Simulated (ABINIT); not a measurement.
The system is LiF (Griceite).

```xyz
2
Lattice="0.0000 2.0140 2.0140 2.0140 0.0000 2.0140 2.0140 2.0140 0.0000" Properties=species:S:1:pos:R:3 pbc="T T T"
F     2.0140    2.0140    2.0140
Li    0.0000    0.0000    0.0000
```

Base run:

| Quantity | Value |
| --- | --- |
| Program | ABINIT 10.8.3 (patched build) |
| Functional | PBE |
| Potentials or basis | JTH PAW PBE v2.0 |
| Cutoff | 626 eV |
| k mesh | 11 × 11 × 11 |
| Occupations | fermi-dirac, width 0.05 eV |
| Spin | no spin polarisation |

Its results: band gap on the k mesh 9.06 eV, direct.

Task: The run is repeated on the same cell with these changes: functional from PBE to r2SCAN; cutoff from 626 eV to 762 eV; fine-grid cutoff from 1224.51 eV to 1360.57 eV. What comes out?

Result: Band gap on the k mesh 10.05 eV, direct.

Not every run made on this cell is shown here.
